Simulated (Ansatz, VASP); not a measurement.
One calculation of TePb, two programs

File INCAR:

```
PREC = Accurate
ENCUT = 520
EDIFF = 1E-7
ISMEAR = 0
SIGMA = 0.05
LREAL = F
LASPH = T
NELM = 100
ALGO = Normal
ISIF = 2
LWAVE = F
LCHARG = T
GGA = PS
LELF = T
LVHAR = T
NBANDS = 17
```

Contents of KPOINTS:

```
regular mesh
0
Gamma
  8 8 8
```

The input POSCAR:

```
TePb
1.0
    0.0000000000      3.2270000000      3.2270000000
    3.2270000000      0.0000000000      3.2270000000
    3.2270000000      3.2270000000      0.0000000000
Te Pb
1 1
Direct
    0.5000000000      0.5000000000      0.5000000000
    0.0464828014     -0.0464828014     -0.0464828014
```

Input for Ansatz:

```yaml
crystal:
  lattice:
    - [0.0, 3.227, 3.227]
    - [3.227, 0.0, 3.227]
    - [3.227, 3.227, 0.0]
  atoms:
    - { symbol: Te, position: [0.5, 0.5, 0.5] }
    - { symbol: Pb, position: [0.0464828014, -0.0464828014, -0.0464828014] }
basis:
  ecutwfc: 420
kpoints:
  mp_grid: { grid: [8, 8, 8] }
hamiltonian:
  xc: pbesol
scf:
  occupations: { method: gaussian, width: 0.05 }
output:
  forces: true
  stress: true
  eigenvalues: true
```

Alike in both runs: task single point; functional PBEsol; k mesh 8 × 8 × 8; occupations gaussian, width 0.05 eV; no spin polarisation.

```csv
,VASP,Ansatz
version,VASP 6.6.1,Ansatz 0.2.0
potentials or method,"VASP PAW PBE potentials, release 64 (Te, Pb_d)","scalar-relativistic, plane waves, PAW"
plane-wave cutoff (eV),520,420
valence electrons in the cell,20,30
```

VASP gave:

- gap on the k mesh at the Fermi level (eV): 1.02
- least direct gap on the mesh (eV): 1.09
- pressure (GPa): 0.9
- largest component of the traceless stress (GPa): 2.39
- rms of the force components (eV/Å): 0.299

Which values does Ansatz return?

gap on the k mesh at the Fermi level (eV): 1.01; least direct gap on the mesh (eV): 1.08; pressure (GPa): 0.9; largest component of the traceless stress (GPa): 2.37; rms of the force components (eV/Å): 0.295.

Atom by atom the forces differ by 0.003 eV/Å (rms over components). The two sets of potentials don't hold the same shells in valence.

Caveats: the PAW data sets were made with another functional, which shifts forces and pressure a little (VASP); spin-orbit coupling is left out, which as a rule narrows the gap of such compounds by several tenths of an eV. A k mesh can miss the band edges.
